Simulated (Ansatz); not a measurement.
**How the gap and the level of N_O in ZnO (P6_3mc) follow the exchange fraction**

Aim: the (0/−1) level of N_O in ZnO (P6_3mc) as a function of the share of exact exchange, with the cost of each choice. The model is a cell of 72 host atoms with 1 O taken out and 1 N put in; the atoms are relaxed once and then held.

Method: plane-wave PAW DFT; relaxations with PBEsol, then single points with PBEsol and HSE06 form with several shares of exact exchange, on supercells at fixed charge in a uniform background, in Ansatz 0.2.0.

### Step 1. The starting structure

The cell holds 72 atoms: 36 Zn, 35 O and 1 N. Its edges and angles: a = 9.694 Å, b = 9.694 Å, c = 10.430 Å, α = 90.0°, β = 90.0°, γ = 120.0°. It derives from ZnO (space group P6_3mc). Nearest the centre at fractional (0.556, 0.444, 0.440): N35 at 0.00 Å, Zn30 at 1.97 Å, Zn62 at 1.97 Å, Zn38 at 1.97 Å, Zn33 at 1.98 Å, O28 at 3.21 Å, O32 at 3.21 Å, O60 at 3.21 Å. The cell carries charge −1.

Coordinates:

```xyz
72
Lattice="9.6937 0.0000 0.0000 -4.8468 8.3950 0.0000 0.0000 0.0000 10.4302" Properties=species:S:1:pos:R:3 pbc="T T T"
Zn    1.6156    0.9328    2.6109
Zn    0.0000    1.8655    0.0033
O     1.6156    0.9328    4.5875
O     0.0000    1.8655    1.9800
Zn    1.6156    0.9328    7.8260
Zn    0.0000    1.8655    5.2185
O     1.6156    0.9328    9.8026
O     0.0000    1.8655    7.1951
Zn    0.0000    3.7311    2.6109
Zn   -1.6156    4.6639    0.0033
O     0.0000    3.7311    4.5875
O    -1.6156    4.6639    1.9800
Zn    0.0000    3.7311    7.8260
Zn   -1.6156    4.6639    5.2185
O     0.0000    3.7311    9.8026
O    -1.6156    4.6639    7.1951
Zn   -1.6156    6.5294    2.6109
Zn   -3.2312    7.4622    0.0033
O    -1.6156    6.5294    4.5875
O    -3.2312    7.4622    1.9800
Zn   -1.6156    6.5294    7.8260
Zn   -3.2312    7.4622    5.2185
O    -1.6156    6.5294    9.8026
O    -3.2312    7.4622    7.1951
Zn    4.8469    0.9328    2.6109
Zn    3.2312    1.8655    0.0033
O     4.8469    0.9328    4.5875
O     3.2312    1.8655    1.9800
Zn    4.8469    0.9328    7.8260
Zn    3.2312    1.8655    5.2185
O     4.8469    0.9328    9.8026
O     3.2312    1.8655    7.1951
Zn    3.2313    3.7311    2.6109
Zn    1.6155    4.6639    0.0033
N     3.2313    3.7311    4.5875
O     1.6155    4.6639    1.9800
Zn    3.2313    3.7311    7.8260
Zn    1.6155    4.6639    5.2185
O     3.2313    3.7311    9.8026
O     1.6155    4.6639    7.1951
Zn    1.6156    6.5294    2.6109
Zn    0.0000    7.4622    0.0033
O     1.6156    6.5294    4.5875
O     0.0000    7.4622    1.9800
Zn    1.6156    6.5294    7.8260
Zn    0.0000    7.4622    5.2185
O     1.6156    6.5294    9.8026
O     0.0000    7.4622    7.1951
Zn    8.0781    0.9328    2.6109
Zn    6.4625    1.8655    0.0033
O     8.0781    0.9328    4.5875
O     6.4625    1.8655    1.9800
Zn    8.0781    0.9328    7.8260
Zn    6.4625    1.8655    5.2185
O     8.0781    0.9328    9.8026
O     6.4625    1.8655    7.1951
Zn    6.4625    3.7311    2.6109
Zn    4.8468    4.6639    0.0033
O     6.4625    3.7311    4.5875
O     4.8468    4.6639    1.9800
Zn    6.4625    3.7311    7.8260
Zn    4.8468    4.6639    5.2185
O     6.4625    3.7311    9.8026
O     4.8468    4.6639    7.1951
Zn    4.8468    6.5294    2.6109
Zn    3.2312    7.4622    0.0033
O     4.8468    6.5294    4.5875
O     3.2312    7.4622    1.9800
Zn    4.8468    6.5294    7.8260
Zn    3.2312    7.4622    5.2185
O     4.8468    6.5294    9.8026
O     3.2312    7.4622    7.1951
```

The host's dielectric constants go in as inputs: (5.30, 5.30, 5.34) for the electrons alone, (10.07, 10.07, 10.93) with the ions, computed on the host (DFPT, PBEsol).

The cell's shortest repeat is 9.7 Å.

### Step 2. Relaxing both charge states, PBEsol

The study needs fixed structures, so each charge is relaxed once, at one point at (¼, ¼, ¼), from small random displacements that break the symmetry of the site.

Input file qm1.relax/input.yaml:

```yaml
crystal:
  lattice:
    - [3.23121796, 0.0, 0.0]
    - [-1.61560898, 2.79831683, 0.0]
    - [0.0, 0.0, 5.21511423]
  atoms:
    - { symbol: Zn, position: [0.666667, 0.333333, 0.500641] }
    - { symbol: Zn, position: [0.333333, 0.666667, 0.000641] }
    - { symbol: O, position: [0.666667, 0.333333, 0.879669] }
    - { symbol: O, position: [0.333333, 0.666667, 0.379669] }
  supercell: [3, 3, 2]
  defects: [{ substitution: { at: 34, symbol: "N" } }]
total_charge: -1
basis:
  ecutwfc: 420
  xc_grid: 2
hamiltonian:
  xc: pbesol
  pseudopotentials: { kind: paw, azcp: { folder: soft_1 }, xc_functional: pbe }
kpoints:
  mp_grid: { grid: [1, 1, 1], shift: [0.25, 0.25, 0.25] }
scf:
  occupations: { method: fixed }
  max_iter: 80
output:
  forces: true
  charged_corrections:
    epsilon: [5.3, 5.3, 5.34]
    static_epsilon: [10.07, 10.07, 10.93]
    defect_position: [0.555556, 0.444444, 0.439834]
relax:
  f_tol: 0.015
  max_steps: 60
  random_displacement: { amplitude: 0.04, seed: 1178 }
checkpoint:
  write: "../qm1.relax.run"
  compress: false
  write_wavefunctions: true
  write_every: 100000
```

The run is started by

```bash
ansatz run input.yaml --threads 32 --pin off --max-ram 84787MiB --backend cuda --events-out ev --progress --plain --runs-dir out --max-vram 78GiB
```

Numbers of over 12 decimals in the logs are rounded to 6 here.

What it wrote:

```text
[... repeated set-up lines and file paths are left out, and long positions are rounded to six places ...]
Engine: ansatz 0.2.0, aarch64-unknown-linux-gnu
Pseudopotentials: kind: paw
Pseudopotential: Zn, paw, valence charge 12, recommended cutoff 420 eV (normal), soft_1/Zn.paw.azcp
Pseudopotential: O, paw, valence charge 6, recommended cutoff 420 eV (normal), soft_1/O.paw.azcp
Pseudopotential: N, paw, valence charge 5, recommended cutoff 420 eV (normal), soft_1/N.paw.azcp
Functional definition: PBEsol
  exchange = pbesol_x
  correlation = pbesol_c
[...]
Crystal: 72 atoms, lattice volume = 848.788 Å³
Basis set: ecut = 420 eV, 16571 PW (Γ), exchange–correlation on 144×144×144 points (8 copies of the dense FFT grid, shifted against one another)
Bands: 396, of which v1, the nominal top of the filled ones, is band 324 counted from 1 (323 counted from 0)
Symmetry: 1 space group operations
k-points: 1
Non-local potential: Zn, projectors of the file, l = 0: 2, l = 1: 2, l = 2: 3, l = 3: 1
Non-local potential: O, projectors of the file, l = 0: 2, l = 1: 2, l = 2: 1
Non-local potential: N, projectors of the file, l = 0: 2, l = 1: 2, l = 2: 1
PAW form: soft (Blöchl's): semilocal exchange-correlation on the pseudo side does not see the compensation charge
PAW frozen core: Zn, regenerated for the run's functional, and the local potential with it (the file was generated under x = pbe(κ = 0.804, μ = 0.219515), c = pbe(β = 0.066725))
PAW frozen core: O, regenerated for the run's functional, and the local potential with it (the file was generated under x = pbe(κ = 0.804, μ = 0.219515), c = pbe(β = 0.066725))
PAW frozen core: N, regenerated for the run's functional, and the local potential with it (the file was generated under x = pbe(κ = 0.804, μ = 0.219515), c = pbe(β = 0.066725))
PAW one-centre angular grid: Zn, 590 points (default); XC on 64 Gauss nodes
PAW one-centre angular grid: O, 110 points (default); XC on 64 Gauss nodes
PAW one-centre angular grid: N, 110 points (default); XC on 64 Gauss nodes
Initial density: superposition of atomic densities (chi_scale 0.1, normalization cell, long waves kept (reshape's long-wave potential 0.24 eV rms))
Initial wavefunctions: pseudopotential atomic-orbital guess
[...]
Functional: x = pbesol(κ = 0.804, μ = 0.123457), c = pbesol(β = 0.046)
SCF iter   1: F=—  HF=-138141.647844 eV  |Δ(HF+E_count)|=         —  Δρ=1.06e-1  dr2=6.08e1  Hψ=1444
preconditioner: auto → Resta (q_TF=auto, 2.608 Å⁻¹)  ε∞=6.6  [insulator: Δε(μ)=2.611 eV  Ē_g=13.704 eV  n_scr=242 (ndim 8)  ℏωp=32.4 eV  f_vac=0.000  ε∞_Penn≈6.6]
SCF iter   2: F=—  HF=-138126.907242 eV  |Δ(HF+E_count)|=    1.47e1  Δρ=2.36e-2  dr2=5.45e0  Hψ=730
[...]
SCF iter  12: F=-138124.798916 eV  HF=-138124.798916 eV  |Δ(HF+E_count)|=   8.49e-7  Δρ=7.19e-6  dr2=4.19e-7  Hψ=1034
SCF 1 converged in 12 iterations: F = -138124.798916 eV  dr2 = 4.19e-7
[...]
relax step   1: F+E_penalty+E_count = -138124.79891565 eV  Δ(F+E_penalty+E_count) = +0.000e0 eV  max|allowed force component| = 1.362e0 eV/Å  Δτ_max = 0.0000 Å  (12 SCF iters, dr2 threshold 5.63e-6 eV, accepted)
[...]
relax step   2: F+E_penalty+E_count = -138125.28834126 eV  Δ(F+E_penalty+E_count) = -4.894e-1 eV  max|allowed force component| = 8.221e-1 eV/Å  Δτ_max = 0.0388 Å  (5 SCF iters, dr2 threshold 1.00e-4 eV, accepted)
[...]
relax step   4: F+E_penalty+E_count = -138125.62699618 eV  Δ(F+E_penalty+E_count) = -1.096e-3 eV  max|allowed force component| = 1.132e-2 eV/Å  Δτ_max = 0.0101 Å  (7 SCF iters, accepted)
[...]
NSCF: frozen V_eff on 1 k-points
[...]
SCF converged after 7 iterations
Free energy (F): -138125.626996 eV
Harris-Foulkes:  -138125.626996 eV  (|F-HF|=4.40e-8)
Internal energy: -138125.626996 eV  (E = F + TS)
E sigma→0 (E₀):  -138125.626996 eV
Fermi energy:    7.519156 eV
--- Per-component energies (eV) ---
  E_band       = 1122.982525
  E_kinetic    = 11308.156315
  E_local      = -79492.506769  (includes V_loc(G=0)·N_el)
  E_nonlocal   = 31622.948373
  E_hartree    = 29765.915284
  E_xc         = -5314.424665
  E_vxc        = -5076.670357  (∫ρ·V_xc dr)
  E_paw        = -72659.933575  (= ΣΔE_a)
  E_vpaw       = -16770.797254  (= ΣTr[D̂ρ^β])
  E_aug_tail   = 0.020978  (compensation charges beyond the density's cutoff)
  E_ewald      = -53385.770923
  E_core_change = 29.967986  (= ΣΔE_core)
  E_smearing   = -0.000000  (= −TS)
  E_closure    = 0.000000  (closes the sum)
  E_deformation_potential = -14.166041  (in the stress; not in F)
  Σ components = -138125.626996   (vs F -138125.626996, Δ=0.00e0)
--- Forces (eV/Å), atoms counted from 1 ---
  atom   1  Zn    -0.00137398    -0.00574847     0.00150707
  atom   2  Zn     0.00221563    -0.00360053     0.00110391
  [... 4 atoms left out ...]
  [... 66 more lines of this table ...]
  max |Σ_I F_I| component: 8.92e-6 eV/Å
--- Charged-cell corrections in eV (Makov–Payne, q = -1.000 e, ε = [10.070, 10.070, 10.930]) ---
  F (periodic)     = -138125.626996  (uncorrected; the corrections below are reported, never added to it)
  E_corr1          = +0.209406  (monopole, q²α_M/2ε̄L, of the cell on which ε is isotropic)
  F Makov-Payne    = -138125.417590  (F + E_corr1; no measured alignment; for a localised charge, not one spread in a band: unchecked)
  no potential alignment in this run, which stands beside a crystal: run the host's input off ansatz write-host-input, and read the two finished runs by ansatz place-levels (neither reads a slab, a wire or a sheet, whose cell leaves a vacuum)
--- Band table (eV) ---
  k-point 0: bands = ["-10.8365", "-10.7156", "-10.6680", "-10.6328", "-10.5383", "-10.4634", "-10.3974", "-10.3818", "-10.3642", [... rest cut ...]
--- Relaxed structure (4 steps of the walk, 4 accepted, 0 SCFs on fresh bases) ---
  F+E_penalty+E_count = -138125.62699618 eV   max|allowed force component| = 1.132e-2 eV/Å
  atoms:
    - { symbol: Zn, position: [0.225551, 0.112196, 0.251166] }
    - { symbol: Zn, position: [0.111122, 0.222302, 0.001111] }
    [... 4 atoms left out ...]
  [... 66 more lines of this table ...]
```

It took 4.1 s on 1 × NVIDIA GB200 with 32 threads of Arm Neoverse V2, shared host; peak memory 1.4 GiB; 13 s of CPU time.

The steps of the relaxation:

| step | energy less that of the first step (eV) | largest force component (eV/Å) |
| --- | --- | --- |
| 1 | 0.0000 | 1.3623 |
| 2 | -0.4894 | 0.8221 |
| 3 | -0.8270 | 0.0513 |
| 4 | -0.8281 | 0.0113 |

The atoms that moved most (Å, from the sites as typed, ahead of the random displacement, the mean shift of all atoms taken out):

| atom | dx | dy | dz | length |
| --- | --- | --- | --- | --- |
| Zn62 | -0.062 | -0.036 | -0.020 | 0.075 |
| Zn30 | -0.001 | 0.069 | -0.020 | 0.072 |
| Zn38 | 0.053 | -0.032 | -0.023 | 0.066 |
| Zn37 | 0.002 | -0.002 | -0.065 | 0.065 |
| Zn33 | 0.005 | 0.001 | 0.064 | 0.065 |
| O60 | 0.011 | 0.003 | -0.049 | 0.051 |
| O36 | -0.006 | 0.004 | -0.048 | 0.049 |
| O28 | 0.003 | -0.008 | -0.048 | 0.049 |

Neighbours of N35 at the end:

| atom | distance (Å) |
| --- | --- |
| Zn38 | 1.900 |
| Zn30 | 1.900 |
| Zn62 | 1.900 |
| Zn33 | 1.907 |
| Zn37 | 3.178 |
| O40 | 3.237 |
| O36 | 3.243 |
| O32 | 3.244 |
| O64 | 3.244 |
| O28 | 3.246 |
| O3 | 3.247 |
| O67 | 3.249 |
| O43 | 3.251 |
| O60 | 3.251 |
| O11 | 3.251 |
| O27 | 3.254 |

| charge | moment set (μB) | steps | largest displacement (Å) | time |
| --- | --- | --- | --- | --- |
| −1 | 0 | 4 | 0.07 | 4.1 s |
| 0 | 1 | 6 | 0.07 | 7.8 s |

The relaxation ends 12 meV an atom lower than the displaced start, with a largest force component of 0.011 eV/Å.

### Step 3. First setting: 0 (PBEsol)

Exact exchange opens the gap of the host. A level of a localised state need not follow either band edge, so its distance to each edge changes.

Input file qm1.a0/input.yaml:

```yaml
crystal:
  checkpoint: "../qm1.relax.run"
  host: checkpoint
total_charge: -1
basis:
  ecutwfc: 420
  xc_grid: 2
hamiltonian:
  xc: pbesol
  pseudopotentials: { kind: paw, azcp: { folder: soft_1 }, xc_functional: pbe }
kpoints:
  mp_grid: { grid: [1, 1, 1], shift: [0.25, 0.25, 0.25] }
scf:
  occupations: { method: fixed }
  max_iter: 80
output:
  forces: true
  charged_corrections:
    epsilon: [5.3, 5.3, 5.34]
    static_epsilon: [10.07, 10.07, 10.93]
    defect_position: [0.555556, 0.444444, 0.439834]
  eigenvalues: true
  eigenstates: { localisation: true }
checkpoint:
  read: "../qm1.relax.run"
  write: "../qm1.a0.run"
  compress: false
  write_wavefunctions: false
  write_every: 100000
```

What it wrote:

```text
[...]
crystal.checkpoint: the structure is that of <dir>, a `relax` run, at its step 4: its result, under pbesol at a charge of -1 e; 72 atoms read, 0 with a starting moment; crystal.structure_sha256 for this input is
[...]
device memory: the entry about to start is reckoned to put 4.6 GiB on a device that reports 169.9 GiB free (of which the cap on the GPU budget leaves the run 78.0 GiB)
GPU FFT provider: cuFFT
GPU libraries: cuBLAS 13.8.1, cuFFT 12.4.0, cuSOLVER 12.3.2
GPU matrix products: emulated (plane waves: as basis.precision tells), large ones in fixed point in workspaces of 1.00 GiB
Crystal: 72 atoms, lattice volume = 848.788 Å³
Basis set: ecut = 420 eV, 16571 PW (Γ), exchange–correlation on 144×144×144 points (8 copies of the dense FFT grid, shifted against one another)
Bands: 396, of which v1, the nominal top of the filled ones, is band 324 counted from 1 (323 counted from 0)
[... 1 set-up line as in the run before ...]
[...]
k-points: 1
[...]
Stability of the state it starts from, as read at its close in the unpolarized treatment: not read negative (Ritz values of 1 − χ₀K, real part plus size of imaginary part, from 1.1 to 1.2, by its mixing steps under no symmetry)
[...]
GPU buffer pool allocated for 373248 grid points (all kernels)
GPU transforms: local potential and band sums: pruned to the plane-wave sphere, on 72×72×72
[...]
SCF iter   1: F=—  HF=-138125.626996 eV  |Δ(HF+E_count)|=         —  Δρ=2.87e-6  dr2=5.55e-8  Hψ=975
[...]
SCF iter   2: F=-138125.626996 eV  HF=-138125.626996 eV  |Δ(HF+E_count)|=   9.55e-9  Δρ=7.24e-7  dr2=8.55e-9  Hψ=1028
SCF 1 converged in 2 iterations: F = -138125.626996 eV  dr2 = 8.55e-9
[...]
SCF converged after 2 iterations
Free energy (F): -138125.626996 eV
[...]
Internal energy: -138125.626996 eV  (E = F + TS)
E sigma→0 (E₀):  -138125.626996 eV
Fermi energy:    7.519152 eV
[...]
--- Forces (eV/Å), atoms counted from 1 ---
  atom   1  Zn    -0.00137905    -0.00575089     0.00149796
  atom   2  Zn     0.00221272    -0.00360031     0.00110707
  [... 4 atoms left out ...]
  [... 66 more lines of this table ...]
  max |Σ_I F_I| component: 7.79e-6 eV/Å
[...]
F Makov-Payne    = n/a  (the rows are of the electrons' constant alone; ansatz place-levels tells what screens the charge)
[...]
--- Band table (eV) ---
[...]
```

It took 1.9 s on 1 × NVIDIA GB200 with 32 threads; peak memory 1.5 GiB; 7.5 s of CPU time.

Both charges and the host at this setting go to place-levels, which corrects for the image charge and aligns the potentials.

Input file levels.a0.yaml:

```yaml
host:
  run: host.a0.run
states: [qm1.a0.run, q0_M1.a0.run]
geometry_from:
  qm1.a0.run: qm1.relax.run
  q0_M1.a0.run: q0_M1.relax.run
  host.a0.run: host.relax.run
chemical_potentials:
  O:
    energy: -558.291301
    dataset: <sha256 of the dataset>
  "N":
    energy: -378.476431
    dataset: "<sha256 of the dataset>"
```

The run is started by

```bash
ansatz place-levels levels.a0.yaml -- --threads 32 --pin off --max-ram 84787MiB
```

What it wrote:

```text
(0/-1) 0.435 eV above the valence edge, 0.270 eV under the conduction edge
formation energy of charge 0: +4.499 eV with the Fermi level at the valence edge
formation energy of charge -1: +4.933 eV with the Fermi level at the valence edge
  edges by pbesol, gap 0.704 eV; the host is sampled to repeats of 14.24 Å
  the defect's cells are sampled to repeats of 14.24 Å, like sampling
  charge 0: +0.000 eV for its dipole among its images, +0.000 omitted
  charge -1: -138125.4427 eV with its correction of +0.184 eV, at epsilon [10.07, 10.07, 10.93], aligned at sites: +0.0252 eV, mean over 33 atomic sites at or beyond 4.85 Å from the defect at [0.5556, 0.4444, 0.4398], with +0.000000 for the charge's moments [...]
  of states[1] (q0_M1.a0.run): its displacements don't fall off away from the defect: farther atoms stand 0.012 Å off the host's places. [...]
  of states[0] (qm1.a0.run): how wide its charge is, is not read beside other atoms or cores, and a band state would take no correction. [...]
```

Elapsed: 0.13 s, on 32 threads.

At this setting the gap is 0.704 eV and (0/−1) lies 0.435 eV above the valence top.

### Step 4. The other settings

From the second setting on only the share changes; the first is PBEsol, whose semilocal part differs from that of the hybrids. The next input; the others follow the same pattern (0.2, 0.25, 0.3 and 0.4):

qm1.a10/input.yaml, as its differences from qm1.a0/input.yaml of step 3:

```diff
@@ -8,4 +8,4 @@
 hamiltonian:
-  xc: pbesol
-  pseudopotentials: { kind: paw, azcp: { folder: soft_1 }, xc_functional: pbe }
+  xc: { preset: hse06, exx: 0.1 }
+  pseudopotentials: { kind: paw, azcp: { folder: soft_1 } }
 kpoints:
@@ -25,3 +25,3 @@
   read: "../qm1.relax.run"
-  write: "../qm1.a0.run"
+  write: "../qm1.a10.run"
   compress: false
```

### Step 5. Result against cost

Times of the states on 1 × NVIDIA GB200 with 32 threads of Arm Neoverse V2, shared host; the host is run again at each setting:

| share of exact exchange | gap (eV) | (0/−1) above the valence top (eV) | under the conduction bottom (eV) | time, both charge states | time, host and placing | peak memory of a state (GiB) |
| --- | --- | --- | --- | --- | --- | --- |
| 0 (PBEsol) * | 0.704 | 0.435 | 0.270 | 6.2 s | 2 s | 2.2 |
| 0.1 | 1.467 | 0.764 | 0.703 | 33 s | 39 s | 2.9 |
| 0.2 | 2.150 | 1.119 | 1.031 | 40 s | 43 s | 2.9 |
| 0.25 | 2.501 | 1.318 | 1.183 | 44 s | 44 s | 3.0 |
| 0.3 | 2.858 | 1.529 | 1.329 | 45 s | 35 s | 3.0 |
| 0.4 | 3.586 | 1.982 | 1.604 | 44 s | 38 s | 3.1 |

* started from the relaxation's converged state in the same settings, so its time is no fair cost.

### Step 6. Outcome

```
(0/minus 1) level, 0 (PBEsol)      : 0.43 eV
(0/minus 1) level, 0.1             : 0.76 eV
(0/minus 1) level, 0.2             : 1.12 eV
(0/minus 1) level, 0.25            : 1.32 eV
(0/minus 1) level, 0.3             : 1.53 eV
(0/minus 1) level, 0.4             : 1.98 eV
slope of the gap among the hybrids : 0.71 eV per 0.1 of exact exchange
```

From a share of 0 (PBEsol) to 0.4 the gap opens from 0.70 to 3.59 eV and (0/−1) moves from 0.43 to 1.98 eV above the valence top. Among the hybrids, by fitted slopes, the level takes 58 % of the gap's opening, between the two edges. The atoms were held at the semilocal structure, so a distortion that exact exchange would bring is missing. The program warns that hybrid band edges depend on the exchange mesh, which was not varied here; the gaps and slopes may carry that error. Only the charges −1 and 0 were run, each from one start, so (0/−1) need not be a change between stable states. At 0.1 the program warns that a filled state reaches beyond the cell, so that a hybrid's gap, moments and forces can be wrong at one k-point: the state may not be bound, and these numbers are no reliable defect level. What this leaves open: one k-point off the zone centre stands for the whole zone; the structures are those of PBEsol; force components of up to 0.99 eV/Å remain in a run at the final settings.

[Logs are printed without paths, hosts, clocks, repeated set-up lines and the standing remarks that a program may print on its own settings, such as how far it seeks lower states.]

[Hosts, paths, dates, database ids (printed as entryN), source tags and the programs' standing remarks are cut or masked in the printed files.]

[Where a table of states has a column of steps, it counts the stored structures, which are thinned; the runs took as many ionic steps or more.]

[For some hosts the program warned that the k-mesh of the response run may be too coarse for force constants and the static dielectric constant; such warnings are not shown here.]
